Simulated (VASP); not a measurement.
Crystal: ZnO (zincite).

```
Zn O
1.0
     3.24931    0.00000    0.00000
    -1.62465    2.81398    0.00000
     0.00000    0.00000    5.20571
Zn O
2 2
Direct
  0.33333 0.66667 0.50000
  0.66667 0.33333 0.00000
  0.66667 0.33333 0.37901
  0.33333 0.66667 0.87901
```

- Program: VASP 6.6.1
- Task: relaxation of cell and atoms
- Functional: LDA
- Potentials or basis: VASP PAW LDA potentials, release 64 (Zn, O)
- Cutoff: 600 eV
- k mesh: 9 × 9 × 5
- Occupations: gaussian, width 0.03 eV
- Spin: no spin polarisation

At the start: pressure -6.3 GPa; volume 11.90 Å³/atom.

Problem. How do energy, volume and symmetry change on relaxing?

Solution. Over 11 steps the energy falls by 10.4 meV/atom and the volume is 11.40 Å³/atom (-4.2 %); space group P6_3mc (No. 186, to 0.05 Å).

The path:
```
step  energy change (eV)  largest force (eV/Å)  pressure (GPa)  volume (Å³)
   1              0.0000                0.0554           -6.25        47.60
   2             -0.0262                0.0408            4.43        44.47
   3             -0.0413                0.0024            0.05        45.61
   4             -0.0413                0.0043           -0.06        45.65
   5             -0.0414                0.0188           -0.27        45.66
   6             -0.0414                0.0185           -0.15        45.66
   7             -0.0415                0.0183            0.08        45.59
   8             -0.0415                0.0185            0.09        45.58
   9             -0.0416                0.0020            0.14        45.58
  10             -0.0416                0.0030            0.05        45.59
  11             -0.0416                0.0038            0.01        45.62
```

Final structure:
```xyz
4
Lattice="3.1939 0.0000 0.0000 -1.5970 2.7660 0.0000 0.0000 0.0000 5.1636" Properties=species:S:1:pos:R:3 pbc="T T T"
Zn    0.0000    1.8440    2.5836
Zn    1.5970    0.9220    0.0018
O     1.5970    0.9220    1.9553
O     0.0000    1.8440    4.5371
```
